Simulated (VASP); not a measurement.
# In4Sb3As (Cm) in VASP: a series of runs

The runs below take In4Sb3As through relaxation of cell and atoms, with LDA, PBEsol.

All numbers are computed with VASP 6.6.1; they aren't measurements. Logs are shortened: lines on timing, memory, paths and dates and some standing lists are left out, and cuts for length are marked.

### 1 The crystal as given

Symmetry: Cm, No. 8, monoclinic system. The conventional cell has a = 15.248 Å, b = 4.597 Å, c = 7.963 Å, α = 90.00°, β = 100.02°, γ = 90.00°. Around In (site symmetry m) lie 3 Sb at 2.82 Å and 1 As at 2.82 Å. In (site symmetry m) is surrounded by 4 Sb at 2.82 Å. In (site symmetry m) has 2 Sb at 2.82 Å and 2 As at 2.82 Å as nearest neighbours. In (site symmetry m) has 3 Sb at 2.82 Å and 1 As at 2.82 Å as nearest neighbours. Sb (site symmetry m) has 4 In at 2.82 Å as nearest neighbours. Sb (site symmetry m) is surrounded by 4 In at 2.82 Å. Sb (site symmetry m) is surrounded by 4 In at 2.82 Å. As (site symmetry m) is surrounded by 4 In at 2.82 Å.

The cell comes from a database or a generator and needn't be the stable form of this composition.

### 2 Relaxation of cell and atoms, LDA

File INCAR:

```
SYSTEM = In4Sb3As
  PREC = Accurate
  ENCUT = 300
  EDIFF = 1E-6
  ISMEAR = 0
  SIGMA = 0.02
  LREAL = .False.
  LASPH = .True.
  NELM = 100
  ALGO = Normal
  ISIF = 3
  LWAVE = .False.
  LCHARG = .False.
  GGA = CA
  IBRION = 2
  NSW = 40
  EDIFFG = -0.005
  KPAR = 2
```

File KPOINTS:

```
Automatic mesh
0
Gamma
  4 4 3
  0 0 0
```

File POSCAR:

```
In4Sb3As
1.0
   -3.2508484500      3.2508484500      0.0000000000
   -3.2508484500     -6.5016968900      3.2508484500
    3.2508484500      3.2508484500      6.5016968900
In Sb As
4 3 1
Direct
    0.1875000000      0.3750000000      0.0625000000
    0.9375000000      0.8750000000      0.3125000000
    0.6875000000      0.3750000000      0.5625000000
    0.4375000000      0.8750000000      0.8125000000
    0.0000000000      0.0000000000      0.0000000000
    0.7500000000      0.5000000000      0.2500000000
    0.5000000000      0.0000000000      0.5000000000
    0.2500000000      0.5000000000      0.7500000000
```

Potentials or basis: VASP PAW LDA potentials, release 64 (In_d, Sb, As).

Command:

```sh
$ cat potpaw_LDA.64/In_d/POTCAR potpaw_LDA.64/Sb/POTCAR potpaw_LDA.64/As/POTCAR > POTCAR
$ mpirun -np 2 vasp_std > vasp.out
```

OUTCAR:

```text
SYSTEM = In4Sb3As
   PREC = Accurate
   ENCUT = 300
   EDIFF = 1E-6
   ISMEAR = 0
   LREAL = .False.
   LASPH = .True.
   NELM = 100
   ISIF = 3
   GGA = CA
   IBRION = 2
   NSW = 40
   EDIFFG = -0.005

 ion  position               nearest neighbor table
   1  0.188  0.375  0.062-   5 2.82   8 2.82   6 2.82   6 2.82
   2  0.938  0.875  0.312-   5 2.82   6 2.82   7 2.82   7 2.82
   3  0.688  0.375  0.562-   6 2.82   7 2.82   8 2.82   8 2.82
   4  0.438  0.875  0.812-   7 2.82   8 2.82   5 2.82   5 2.82
   5  0.000  0.000  0.000-   1 2.82   2 2.82   4 2.82   4 2.82
   6  0.750  0.500  0.250-   2 2.82   3 2.82   1 2.82   1 2.82
   7  0.500  0.000  0.500-   3 2.82   4 2.82   2 2.82   2 2.82
   8  0.250  0.500  0.750-   1 2.82   4 2.82   3 2.82   3 2.82

  LATTYP: Found a base centered monoclinic cell.
 ALAT       =    15.2478307899
 B/A-ratio  =     0.3015113448
 C/A-ratio  =     0.5222329678
 COS(beta)  =    -0.1740776563

  Lattice vectors:

 A1 = (  -6.5016969000,  -3.2508484400,   3.2508484500)
 A2 = (  -3.2508484500,  -6.5016968900,   3.2508484500)
 A3 = (   3.2508484500,   3.2508484500,   6.5016968900)

Analysis of symmetry for initial positions (statically):
=====================================================================
 Subroutine PRICEL returns:
 Original cell was already a primitive cell.

 Routine SETGRP: Setting up the symmetry group for a
 base centered monoclinic supercell.

 Subroutine GETGRP returns: Found  2 space group operations
 (whereof  2 operations were pure point group operations)
 out of a pool of  4 trial point group operations.

The static configuration has the point symmetry C_1h.

Analysis of symmetry for dynamics (positions and initial velocities):
=====================================================================
 Subroutine PRICEL returns:
 Original cell was already a primitive cell.

 Routine SETGRP: Setting up the symmetry group for a
 base centered monoclinic supercell.

 Subroutine GETGRP returns: Found  2 space group operations
 (whereof  2 operations were pure point group operations)
 out of a pool of  4 trial point group operations.

The dynamic configuration has the point symmetry C_1h.

 Subroutine INISYM returns: Found  2 space group operations
 (whereof  2 operations are pure point group operations),
 and found     1 'primitive' translations

----------------------------------------------------------------------------------------

                                     Primitive cell

  volume of cell :     274.8401

  direct lattice vectors                    reciprocal lattice vectors
    -3.250848450  3.250848450  0.000000000    -0.192257501  0.115354501  0.038451500
    -3.250848450 -6.501696890  3.250848450    -0.076903001 -0.076903001  0.076903001
     3.250848450  3.250848450  6.501696890     0.038451500  0.038451500  0.115354501
[... 93 lines left out ...]
   NFREE  =      1    steps in history (QN), initial steepest desc. (CG)
   ISIF   =      3    stress and relaxation
   ISYM   =      2    0-nonsym 1-usesym 2-fastsym
   POTIM  = 0.5000    time-step for ionic-motion
   TEBEG  =    0.0;   TEEND  =   0.0 temperature during run
   PSTRESS=    0.0 pullay stress
   NELECT =      72.0000    total number of electrons
   NUPDOWN=      -1.0000    fix difference up-down
   EMIN   =  10.00;   EMAX   =-10.00  energy-range for DOS
   EFERMI =   0.00;   METHOD = LEGACY
   ISMEAR =     0;   SIGMA  =   0.02  broadening in eV -4-tet -1-fermi 0-gaus
   EFERMI_NEDOS =   21; number of points for ismear=-14 and -15
   IALGO  =     38    algorithm
   IMIX   =      4    mixing-type and parameters
     AMIX     =   0.40;   BMIX     =  1.00
     AMIX_MAG =   1.60;   BMIX_MAG =  1.00
  volume/ion in A,a.u.               =      34.36       231.84
  Fermi-wavevector in a.u.,A,eV,Ry     =   1.047512  1.979510 14.929415  1.097281
  Thomas-Fermi vector in A             =   2.182395
   LORBIT       =      0    0 simple, 1 ext, 2 COOP (PROOUT), +10 PAW based schemes
   GGA     = CA    functional components
   LHFCALC =     F    Hartree Fock is set to
   AEXX    =    0.0000 exact exchange contribution
   IVDW    =     0    specifies the selected vdW correction
   LEPSILON=     F    determine dielectric tensor
   LRPA    =     F    only Hartree local field effects (RPA)
 conjugate gradient relaxation of ions
 non-spin polarized calculation
 Gauss-broadening in eV      SIGMA  =   0.02
  energy-cutoff  :      300.00
  volume of cell :      274.84
 maximum number of plane-waves:      3281
 NGX is ok and might be reduce to    28
   NGX = 13   NGY = 23   NGZ = 23

--------------------------------------- Ionic step        1  -------------------------------------------

 number of electron      72.0000045 magnetization

 Free energy of the ion-electron system (eV)
  ---------------------------------------------------
  ext. energy  EPLUGINS =         0.00000000
  ---------------------------------------------------
  free energy    TOTEN  =       -33.13384587 eV

  energy without entropy =      -33.13327998  energy(sigma->0) =      -33.13356292

 E-fermi :   4.1839     XC(G=0):  -8.8406

 val. band max:        4.1762523740   @ k =   0.0000   0.0000   0.0000
 cond. band min:       4.1862391213   @ k =   0.0000   0.0000   0.0000
 fundamental gap:      0.0099867473
 Fermi energy:         4.1838914905

 k-point     1 :       0.0000    0.0000    0.0000
  band No.  band energies     occupation
      1     -10.3198      2.00000
      2     -10.3073      2.00000
      3     -10.2635      2.00000
      4     -10.2454      2.00000
      5     -10.2378      2.00000
      6     -10.2267      2.00000
[... 890 lines left out ...]
  FREE ENERGIE OF THE ION-ELECTRON SYSTEM (eV)
  ---------------------------------------------------
  free  energy   TOTEN  =       -33.3826075253 eV

  energy  without entropy=      -33.3820660518  energy(sigma->0) =      -33.38233679

[... ionic steps 4 to 24 ...]

--------------------------------------- Ionic step       25  -------------------------------------------

 number of electron      71.9999988 magnetization

------------------------ aborting loop because EDIFF is reached ----------------------------------------
[... 79 lines left out ...]
--------------------------------------- Ionic step       27  -------------------------------------------

 number of electron      71.9999987 magnetization

 Free energy of the ion-electron system (eV)
  ---------------------------------------------------
  ext. energy  EPLUGINS =         0.00000000
  ---------------------------------------------------
  free energy    TOTEN  =       -33.49698626 eV

  energy without entropy =      -33.49691258  energy(sigma->0) =      -33.49694942

 E-fermi :   4.9999     XC(G=0):  -9.1567

 val. band max:        4.9727087201   @ k =   0.0000   0.0000   0.0000
 cond. band min:       5.0271627629   @ k =   0.0000   0.0000   0.0000
 fundamental gap:      0.0544540428
 Fermi energy:         4.9999357485

 k-point     1 :       0.0000    0.0000    0.0000
  band No.  band energies     occupation
      1      -9.7449      2.00000
      2      -9.6797      2.00000
      3      -9.6394      2.00000
      4      -9.6310      2.00000
      5      -9.6086      2.00000
      6      -9.5812      2.00000
[... 806 lines left out ...]
  FREE ENERGIE OF THE ION-ELECTRON SYSTEM (eV)
  ---------------------------------------------------
  free  energy   TOTEN  =       -33.4969862635 eV

  energy  without entropy=      -33.4969125789  energy(sigma->0) =      -33.49694942

 reached required accuracy - stopping structural energy minimisation
```

OSZICAR:

```text
N       E                     dE             d eps       ncg     rms          rms(c)
DAV:   1     0.545730698031E+03    0.54573E+03   -0.23165E+04  1462   0.117E+03
DAV:   2     0.265378347203E+02   -0.51919E+03   -0.51102E+03  1541   0.353E+02
DAV:   3    -0.311966301598E+02   -0.57734E+02   -0.56642E+02  1744   0.146E+02
DAV:   4    -0.337707206297E+02   -0.25741E+01   -0.25659E+01  1734   0.336E+01
[... 202 lines left out ...]
       N       E                     dE             d eps       ncg     rms          rms(c)
DAV:   1    -0.334970068769E+02   -0.28235E-04   -0.20822E-03  1988   0.271E-01    0.306E-02
DAV:   2    -0.334969931652E+02    0.13712E-04   -0.89017E-05  1934   0.105E-01    0.151E-02
DAV:   3    -0.334969865378E+02    0.66274E-05   -0.13765E-05  1944   0.368E-02    0.543E-03
DAV:   4    -0.334969862635E+02    0.27424E-06   -0.39966E-06  1394   0.159E-02
  27 F= -.33496986E+02 E0= -.33496949E+02  d E =-.762818E-05
```

Wall time 14 min (2 MPI ranks of AMD EPYC 7R43 (Zen 3), shared host); peak memory 0.21 GiB.

What came out:

```
Free energy                            : -33.4970 eV
Relaxed volume                         : 31.87 Å³/atom
Relaxed cell                           : a = 4.524 Å, b = 7.767 Å, c = 7.715 Å, α = 100.09°, β = 90.00°, γ = 106.93°
Space group after relaxing (to 0.05 Å) : Cm (No. 8)
Energy gained by relaxing              : 45.4 meV/atom
Ionic steps                            : 27
Pressure after relaxing                : 0.0 GPa
Largest force after relaxing           : 0.003 eV/Å
Band gap on the k mesh                 : 0.05 eV, direct
```

Forces on the atoms (eV/Å):
```
In   0.000  0.000 -0.001
In  -0.001 -0.001  0.002
In   0.001  0.001 -0.001
In   0.000  0.000  0.000
Sb   0.000  0.000  0.001
Sb  -0.001 -0.001 -0.002
Sb   0.000  0.000  0.003
As   0.000  0.000 -0.002
```

The path:
| step | energy change (eV) | largest force (eV/Å) | pressure (GPa) | volume (Å³) |
| --- | --- | --- | --- | --- |
| 1 | 0.0000 | 0.8374 | -2.85 | 274.84 |
| 2 | -0.2458 | 0.7397 | 1.00 | 251.25 |
| 3 | -0.2488 | 0.7514 | 0.58 | 253.33 |
| 4 | -0.3178 | 0.4087 | 0.39 | 253.63 |
| 5 | -0.3497 | 0.2596 | 0.25 | 254.01 |
| 6 | -0.3574 | 0.1382 | -0.20 | 256.25 |
| 7 | -0.3575 | 0.1245 | -0.27 | 256.52 |
| 8 | -0.3609 | 0.0691 | -0.02 | 255.10 |
| 9 | -0.3609 | 0.0703 | 0.00 | 255.00 |
| 10 | -0.3615 | 0.0440 | 0.02 | 254.91 |
| 11 | -0.3618 | 0.0457 | 0.04 | 254.76 |
| 12 | -0.3622 | 0.0395 | 0.01 | 254.96 |
| 13 | -0.3623 | 0.0407 | -0.02 | 255.09 |
| 14 | -0.3623 | 0.0454 | -0.02 | 255.14 |
| 15 | -0.3627 | 0.0347 | -0.03 | 255.14 |
| 16 | -0.3629 | 0.0280 | -0.03 | 255.14 |
| 17 | -0.3627 | 0.0494 | -0.03 | 255.14 |
| 18 | -0.3629 | 0.0269 | -0.03 | 255.14 |
| 19 | -0.3630 | 0.0168 | 0.04 | 254.83 |
| 20 | -0.3630 | 0.0165 | 0.04 | 254.82 |
| 21 | -0.3631 | 0.0086 | -0.02 | 255.07 |
| 22 | -0.3631 | 0.0079 | -0.01 | 255.04 |
| 23 | -0.3631 | 0.0067 | 0.00 | 255.00 |
| 24 | -0.3631 | 0.0074 | 0.00 | 254.99 |
| 25 | -0.3631 | 0.0068 | 0.00 | 255.00 |
| 26 | -0.3631 | 0.0069 | 0.00 | 255.00 |
| 27 | -0.3631 | 0.0031 | 0.01 | 254.97 |

Final structure:
```
In Sb As
1.0
    -3.19903    3.19903    0.00000
    -3.16214   -6.36117    3.14140
     3.17231    3.17231    6.27624
In Sb As
4 3 1
Cartesian
  -1.6511 -1.6511 1.5086
  -4.8010 -1.6020 4.7341
  -1.6001 1.5989 4.8341
  -1.4953 -1.4953 7.7752
  -3.2008 -0.0018 9.3701
  -3.1905 0.0085 3.1440
  -0.0097 3.1893 3.1894
  0.0059 0.0059 6.2547
```

Levels at points of the mesh, in eV from the valence-band top:
```
           k point  band 33  band 34  band 35  band 36  band 37  band 38  band 39  band 40
(0.00, 0.00, 0.00)    -1.05    -0.51    -0.05     0.00     0.05     0.61     1.56     1.80
(0.50, 0.00, 0.00)    -2.37    -2.23    -1.64    -1.44     2.25     2.38     2.49     2.53
(0.00, 0.50, 0.00)    -0.79    -0.70    -0.49    -0.39     0.19     0.73     1.11     1.24
```

Caveat: spin-orbit coupling is left out, which moves the levels of the heavy elements; an odd mesh through Γ misses points on the zone boundary, where band edges often lie.

### 3 Relaxation of cell and atoms, PBEsol

File INCAR:

```
PREC     = Accurate       # precision mode
ENCUT    = 200            # plane-wave cutoff, eV
EDIFF    = 1E-6           # SCF threshold, eV
ISMEAR   = 0              # smearing method
SIGMA    = 0.02           # smearing width, eV
LREAL    = F              # projectors in reciprocal space
LASPH    = T              # aspherical terms in the spheres
NELM     = 100            # most SCF steps
ALGO     = Fast           # electronic algorithm
ISIF     = 3              # what is computed and relaxed
LWAVE    = F              # write WAVECAR
LCHARG   = F              # write CHGCAR
GGA      = PS             # functional
IBRION   = 2              # ionic algorithm
NSW      = 40             # ionic steps
EDIFFG   = -0.01          # ionic threshold
KPAR     = 2
```

File KPOINTS:

```
Automatic mesh
0
Gamma
  8 8 5
```

POSCAR is that of step 2.

Potentials or basis: VASP PAW PBE potentials, release 64 (In_d, Sb, As).

Command:

```sh
$ cat potpaw_PBE.64/In_d/POTCAR potpaw_PBE.64/Sb/POTCAR potpaw_PBE.64/As/POTCAR > POTCAR
$ mpirun -np 2 vasp_std > vasp.out
```

It took 20 min on 2 MPI ranks of Intel Xeon 6975P-C (Granite Rapids), shared host; peak memory 0.36 GiB.

The run converged, but a check on its numbers failed (symmetry, net force, bounds or a known fault of this set-up), so they aren't taken as properties of the crystal.

Caveat: the cutoff lies under the usual one of these potentials, so the numbers hold a large basis-set error; the PAW data sets were made with another functional, which shifts forces and pressure a little; spin-orbit coupling is left out, which moves the levels of the heavy elements; an odd mesh through Γ misses points on the zone boundary, where band edges often lie.

(Part 1 of 2 ends here.)
